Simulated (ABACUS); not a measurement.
Pb in ABACUS: the effect of basis

Slab: Pb, a slab with vacuum.

```
Pb
1.0
     3.48000    0.00000    0.00000
    -1.74000    3.01377    0.00000
     0.00000    0.00000   20.59000
Pb
3
Cartesian
  0.0000 2.0092 7.5000
  1.7400 1.0046 10.2950
  0.0000 2.0092 13.0900
```

The slab is cut from a database's or a generator's crystal, which needn't be the stable form of the element.

Alike in all runs:

| Quantity | Value |
| --- | --- |
| Program | ABACUS 3.10.1 |
| Task | single point |
| Functional | PBE |
| Potentials or basis | PseudoDojo NC SR 0.4.1 PBE standard |
| k mesh | 6 × 6 × 1 |
| Occupations | fermi-dirac, width 0.05 eV |
| Spin | no spin polarisation |

| basis | cutoff | largest force (eV/Å) |
| --- | --- | --- |
| DZP | 1361 eV | ? |
| TZDP | 1361 eV | 0.57 |
| pw | 857 eV | 0.54 |

Task: What does the run with basis DZP give?

Result: Largest force 0.71 eV/Å.

Caveats: the atomic orbitals were generated for these runs and aren't a published set (some runs); confined orbitals describe the vacuum poorly, which shifts work functions (some runs).
